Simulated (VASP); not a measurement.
# MnS (R-3m) in VASP: further runs

The runs below take MnS through single point, with PBE.

Everything below comes from runs of VASP 6.6.1. Logs are shortened: lines on timing, memory, paths and dates and some standing lists are left out, and cuts for length are marked.

## 1. Starting point

It takes space group R-3m (No. 166, trigonal). Conventional cell: a = 3.660 Å, b = 3.660 Å, c = 8.913 Å, α = 90.00°, β = 90.00°, γ = 120.00°. Around Mn (site symmetry -3m) lie 6 S at 2.58 Å. S (site symmetry -3m) has 6 Mn at 2.58 Å as nearest neighbours.

The cell is a database's computed one.

## 2. Single point, PBE, collinear spin, ferromagnetic start

The input, INCAR:

```
SYSTEM = MnS
ADDGRID = .False.
ALGO = Normal
EDIFF = 1E-6
ENCUT = 400
GGA = PE
ISIF = 2
ISMEAR = 0
ISPIN = 2
LASPH = .True.
LCHARG = .False.
LMAXMIX = 4
LORBIT = 11
LREAL = .False.
LWAVE = .False.
MAGMOM = 4 0
NELM = 100
PREC = Accurate
SIGMA = 0.05
```

The input, KPOINTS:

```
k-points
0
Gamma
  9 9 9
  0 0 0
```

The input, POSCAR:

```
MnS
1.0
    1.8299960138      1.0565486912      2.9709202777
   -1.8299960138      1.0565486912      2.9709202777
    0.0000000000     -2.1130973823      2.9709202777
Mn S
1 1
Direct
    0.0000000000      0.0000000000      0.0000000000
    0.5000000000      0.5000000000      0.5000000000
```

Potentials or basis: VASP PAW PBE potentials, release 64 (Mn_pv, S_h).

Started as:

```bash
$ cat potpaw_PBE.64/Mn_pv/POTCAR potpaw_PBE.64/S_h/POTCAR > POTCAR
$ mpirun -np 1 vasp_std > vasp.out
```

OUTCAR:

```text
SYSTEM = MnS
   EDIFF = 1E-6
   ENCUT = 400
   GGA = PE
   ISIF = 2
   ISMEAR = 0
   ISPIN = 2
   LASPH = .True.
   LORBIT = 11
   LREAL = .False.
   NELM = 100
   PREC = Accurate

 Found     85 irreducible k-points:

 Following reciprocal coordinates:
            Coordinates               Weight
  0.000000  0.000000  0.000000      1.000000
  0.111111 -0.000000 -0.000000      6.000000
  0.222222  0.000000 -0.000000      6.000000
  0.333333 -0.000000 -0.000000      6.000000
  0.444444  0.000000 -0.000000      6.000000
  0.111111  0.111111 -0.000000      6.000000
   k-points           NKPTS =     85   k-points in BZ     NKDIM =     85   number of bands    NBANDS=     15
   number of dos      NEDOS =    301   number of ions     NIONS =      2
   total plane-waves  NPLWV =  13824
   dimension x,y,z NGX =    24 NGY =   24 NGZ =   24
   dimension x,y,z NGXF=    48 NGYF=   48 NGZF=   48
   ions per type =               1   1
   NGX,Y,Z   is equivalent  to a cutoff of  10.94, 10.94, 10.94 a.u.
   NGXF,Y,Z  is equivalent  to a cutoff of  21.89, 21.89, 21.89 a.u.
 SYSTEM =  MnS
   PREC   = accura    normal or accurate (medium, high low for compatibility)
   ISTART =      0    job   : 0-new  1-cont  2-samecut
   ICHARG =      2    charge: 1-file 2-atom 10-const
   ISPIN  =      2    spin polarized calculation?
   LNONCOLLINEAR =      F non collinear calculations
   LSORBIT =      F    spin-orbit coupling
   LASPH  =      T    aspherical Exc in radial PAW
   ENCUT  =  400.0 eV  29.40 Ry    5.42 a.u.   5.95  5.95  5.95*2*pi/ulx,y,z
   NELM   =    100;   NELMIN=  2; NELMDL= -5     # of ELM steps
   EDIFF  = 0.1E-05   stopping-criterion for ELM
   LREAL  =      F    real-space projection
   EDIFFG = 0.1E-04   stopping-criterion for IOM
   NSW    =      0    number of steps for IOM
   IBRION =     -1    ionic relax: 0-MD 1-quasi-New 2-CG
   NFREE  =      0    steps in history (QN), initial steepest desc. (CG)
   ISIF   =      2    stress and relaxation
   ISYM   =      2    0-nonsym 1-usesym 2-fastsym
   POTIM  = 0.5000    time-step for ionic-motion
   TEBEG  =    0.0;   TEEND  =   0.0 temperature during run
   PSTRESS=    0.0 pullay stress
   NELECT =      19.0000    total number of electrons
   NUPDOWN=      -1.0000    fix difference up-down
   EMIN   =  10.00;   EMAX   =-10.00  energy-range for DOS
   EFERMI =   0.00;   METHOD = LEGACY
   ISMEAR =     0;   SIGMA  =   0.05  broadening in eV -4-tet -1-fermi 0-gaus
   EFERMI_NEDOS =   21; number of points for ismear=-14 and -15
   IALGO  =     38    algorithm
   IMIX   =      4    mixing-type and parameters
     AMIX     =   0.40;   BMIX     =  1.00
     AMIX_MAG =   1.60;   BMIX_MAG =  1.00
  volume/ion in A,a.u.               =      17.23       116.29
  Fermi-wavevector in a.u.,A,eV,Ry     =   1.342349  2.536672 24.516344  1.801900
  Thomas-Fermi vector in A             =   2.470510
   LORBIT       =     11    0 simple, 1 ext, 2 COOP (PROOUT), +10 PAW based schemes
   GGA     = PE    functional components
   LHFCALC =     F    Hartree Fock is set to
   AEXX    =    0.0000 exact exchange contribution
   IVDW    =     0    specifies the selected vdW correction
   LEPSILON=     F    determine dielectric tensor
   LRPA    =     F    only Hartree local field effects (RPA)
 spin polarized calculation
 Gauss-broadening in eV      SIGMA  =   0.05
  energy-cutoff  :      400.00
  volume of cell :       34.47
 maximum number of plane-waves:       637
   NGX = 11   NGY = 11   NGZ = 11

 number of electron      19.0000008 magnetization       4.6626500

 Free energy of the ion-electron system (eV)
  ---------------------------------------------------
  ext. energy  EPLUGINS =         0.00000000
  ---------------------------------------------------
  free energy    TOTEN  =       -14.07210897 eV

  energy without entropy =      -14.07118227  energy(sigma->0) =      -14.07164562

 E-fermi :   7.2771     XC(G=0): -10.8189

 val. band max:        7.2478761105   @ k =   0.3333  -0.0000  -0.0000
 cond. band min:       7.3106166293   @ k =   0.3333   0.2222   0.2222
 fundamental gap:      0.0627405188
 Fermi energy:         7.2770604875

 spin component 1

 k-point     1 :       0.0000    0.0000    0.0000
  band No.  band energies     occupation
      1     -43.3972      1.00000
      2     -43.3971      1.00000
      3     -43.3971      1.00000
      4      -7.4875      1.00000
      5       3.8745      1.00000
      6       3.8745      1.00000
      7       3.8890      1.00000
      8       3.9812      1.00000
      9       3.9812      1.00000
     10       5.3474      1.00000
     11       5.3474      1.00000
     12       5.3961      1.00000
     13       9.1608      0.00000
     14      15.8671      0.00000
     15      15.8672      0.00000

 k-point     2 :       0.1111   -0.0000   -0.0000
  band No.  band energies     occupation
      1     -43.3984      1.00000
      2     -43.3975      1.00000
      3     -43.3974      1.00000
      4      -7.3588      1.00000
      5       3.5396      1.00000
      6       3.5871      1.00000
      7       3.6028      1.00000
      8       3.9518      1.00000
      9       3.9589      1.00000
     10       4.8855      1.00000
     11       5.7877      1.00000
     12       5.8190      1.00000
     13       9.9312      0.00000
     14      14.9241      0.00000
     15      15.7883      0.00000

 k-point     3 :       0.2222    0.0000   -0.0000
  band No.  band energies     occupation
      1     -43.4014      1.00000
      2     -43.3980      1.00000
      3     -43.3979      1.00000
      4      -7.0010      1.00000
      5       2.3435      1.00000
      6       3.0150      1.00000
      7       3.0368      1.00000
      8       4.0997      1.00000
      9       4.1082      1.00000
     10       4.6443      1.00000
     11       6.5457      1.00000
     12       6.5632      1.00000
     13      10.9016      0.00000
     14      14.2201      0.00000
     15      14.8059      0.00000
[... 19 lines left out ...]
 k-point     5 :       0.4444    0.0000   -0.0000
  band No.  band energies     occupation
      1     -43.4067      1.00000
      2     -43.3985      1.00000
      3     -43.3983      1.00000
      4      -6.1320      1.00000
      5       0.1627      1.00000
      6       2.3356      1.00000
      7       2.3614      1.00000
      8       4.4043      1.00000
      9       4.4135      1.00000
     10       4.7975      1.00000
     11       7.6843      0.00000
     12       7.6885      0.00000
     13      10.1909      0.00000
     14      12.7633      0.00000
     15      12.8172      0.00000

 k-point     6 :       0.1111    0.1111   -0.0000
  band No.  band energies     occupation
      1     -43.3982      1.00000
      2     -43.3976      1.00000
      3     -43.3976      1.00000
      4      -7.3176      1.00000
      5       3.1353      1.00000
      6       3.7485      1.00000
      7       3.7617      1.00000
      8       3.8145      1.00000
      9       4.0115      1.00000
     10       5.4041      1.00000
     11       5.4321      1.00000
     12       5.5508      1.00000
     13      10.2731      0.00000
     14      14.9110      0.00000
     15      15.7801      0.00000

 [... further k-points ...]

 spin component 2

 k-point     1 :       0.0000    0.0000    0.0000
  band No.  band energies     occupation
      1     -38.9099      1.00000
      2     -38.9093      1.00000
      3     -38.9093      1.00000
      4      -7.1915      1.00000
      5       5.5613      1.00000
      6       5.5613      1.00000
      7       5.6099      1.00000
      8       7.5110      0.00000
      9       7.5110      0.00000
     10       7.5379      0.00000
     11       7.5762      0.00000
     12       7.5762      0.00000
     13      10.1850      0.00000
     14      16.8988      0.00000
     15      16.8995      0.00000

 k-point     2 :       0.1111   -0.0000   -0.0000
  band No.  band energies     occupation
      1     -38.9111      1.00000
      2     -38.9102      1.00000
      3     -38.9097      1.00000
      4      -7.0682      1.00000
      5       4.6699      1.00000
      6       5.1890      1.00000
      7       5.2279      1.00000
      8       7.6205      0.00000
      9       7.6355      0.00000
     10       7.7139      0.00000
     11       8.0400      0.00000
     12       8.0500      0.00000
     13      10.8880      0.00000
     14      15.8669      0.00000
     15      16.7962      0.00000

 k-point     3 :       0.2222    0.0000   -0.0000
  band No.  band energies     occupation
      1     -38.9151      1.00000
      2     -38.9107      1.00000
      3     -38.9103      1.00000
      4      -6.7271      1.00000
      5       3.1096      1.00000
      6       4.5767      1.00000
      7       4.6119      1.00000
      8       7.8849      0.00000
      9       7.9001      0.00000
     10       7.9540      0.00000
     11       8.9361      0.00000
     12       8.9444      0.00000
     13      11.8842      0.00000
     14      15.1095      0.00000
     15      15.8998      0.00000
[... 19 lines left out ...]
 k-point     5 :       0.4444    0.0000   -0.0000
  band No.  band energies     occupation
      1     -38.9223      1.00000
      2     -38.9115      1.00000
      3     -38.9109      1.00000
      4      -5.9152      1.00000
      5       0.8496      1.00000
      6       3.8376      1.00000
      7       3.8702      1.00000
      8       8.4804      0.00000
      9       8.4937      0.00000
     10       8.6473      0.00000
     11      10.4122      0.00000
     12      10.4211      0.00000
     13      10.7835      0.00000
     14      13.6537      0.00000
     15      13.7105      0.00000

 k-point     6 :       0.1111    0.1111   -0.0000
  band No.  band energies     occupation
      1     -38.9110      1.00000
      2     -38.9102      1.00000
      3     -38.9100      1.00000
      4      -7.0284      1.00000
      5       4.4167      1.00000
      6       5.1937      1.00000
      7       5.2290      1.00000
      8       7.3715      0.00379
      9       7.6264      0.00000
     10       7.9372      0.00000
     11       7.9520      0.00000
     12       8.1955      0.00000
     13      11.2379      0.00000
     14      15.9179      0.00000
     15      16.7409      0.00000

 [... further k-points ...]

------------------------ aborting loop because EDIFF is reached ----------------------------------------

  FORCE on cell =-STRESS in cart. coord.  units (eV):
  Direction    XX          YY          ZZ          XY          YZ          ZX
  --------------------------------------------------------------------------------------
  -------------------------------------------------------------------------------------
  Total       -0.5064001     -0.5064001     -0.4073893      0.0000000     -0.0000000      0.0000000
  in kB      -23.5408664    -23.5408664    -18.9381802      0.0000000     -0.0000000      0.0000000
  external PRESSURE =     -22.0066376 kB  Pullay stress =       0.0000000 kB

 VOLUME and BASIS-vectors are now :
 -----------------------------------------------------------------------------
  energy-cutoff  :      400.00
  volume of cell :       34.47
      direct lattice vectors                 reciprocal lattice vectors
     1.829996014  1.056548691  2.970920278     0.273224639  0.157746319  0.112198680
    -1.829996014  1.056548691  2.970920278    -0.273224639  0.157746319  0.112198680
     0.000000000 -2.113097382  2.970920278     0.000000000 -0.315492638  0.112198680

 POSITION                                       TOTAL-FORCE (eV/Angst)
 -----------------------------------------------------------------------------------
      0.00000      0.00000      0.00000         0.000000      0.000000      0.000000
      0.00000      0.00000      4.45638         0.000000     -0.000000      0.000000
 -----------------------------------------------------------------------------------
    total drift:                               -0.000000     -0.000000     -0.000000

  FREE ENERGIE OF THE ION-ELECTRON SYSTEM (eV)
  ---------------------------------------------------
  free  energy   TOTEN  =       -14.0721089744 eV

  energy  without entropy=      -14.0711822712  energy(sigma->0) =      -14.07164562

 total charge

# of ion       s       p       d       tot
------------------------------------------
    1        0.219   6.171   4.939  11.328
    2        0.815   1.306   0.000   2.121
--------------------------------------------------
tot          1.034   7.477   4.939  13.450

 magnetization (x)

# of ion       s       p       d       tot
------------------------------------------
    1        0.052   0.040   4.128   4.220
    2        0.021   0.046   0.000   0.068
--------------------------------------------------
tot          0.074   0.087   4.128   4.288
```

Wall time 37 s (1 thread of Intel Xeon Platinum 8488C (Sapphire Rapids), shared host); peak memory 0.18 GiB.

The run converged, but some of its settings lie outside the range that counts as converged, so its numbers aren't taken as properties of the crystal.

Results:

| Quantity | Value |
| --- | --- |
| Free energy | -14.0721 eV |
| Band gap on the k mesh | none (metal or under the smearing width) |
| Net moment | 4.66 μB per cell |
| Site moments | Mn +4.22; S +0.07 μB |
| Valence electrons inside the program's atomic spheres | Mn 11.33; S 2.12 |

Caveat: the cutoff is under 1.25 times the usual one of these potentials, so pressure, stress and relaxed cells hold a basis-set (Pulay) error; a cell with one magnetic atom can't hold antiferromagnetic order, which such compounds often take; semilocal functionals often make such compounds metallic where correlation or magnetic order opens a gap, which also shifts bond lengths.

[end of part 1 of 2]
